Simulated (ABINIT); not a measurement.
MgO in ABINIT: the effect of functional

MgO:

```
Mg O
1.0
     2.93802    0.00000    0.00000
    -1.46901    2.54440    0.00000
     0.00000    0.00000    2.67968
Mg O
1 1
Direct
  0.00000 0.00000 0.00000
  0.33333 0.66667 0.50000
```

Measurements of this composition are mostly on another form, of space group No. 225.

Alike in all runs:

```yaml
Program: ABINIT 10.8.3 (patched build)
Task: band structure
Potentials_or_basis: JTH PAW PBE v2.0
Cutoff: 762 eV
k_mesh: 10 × 10 × 10
Occupations: fermi-dirac, width 0.05 eV
Spin: no spin polarisation
```

**Question.** One run gave: gap on the mesh 3.29 eV. Which functional did it use?
A. BLYP
B. SCAN
C. PBEsol
D. AM05
E. TB-mBJ

**Answer.** A.

| functional | gap on the mesh (eV) |
| --- | --- |
| LDA | 2.95 |
| PBEsol | 2.93 |
| BLYP | 3.29 |
| AM05 | 3.00 |
| r2SCAN | 3.80 |
| SCAN | 3.76 |
| TB-mBJ | 5.35 |

Caveats: the constant c of TB-mBJ comes from the pseudo density here, which moves gaps by up to 0.3 eV between sets of potentials (some runs).

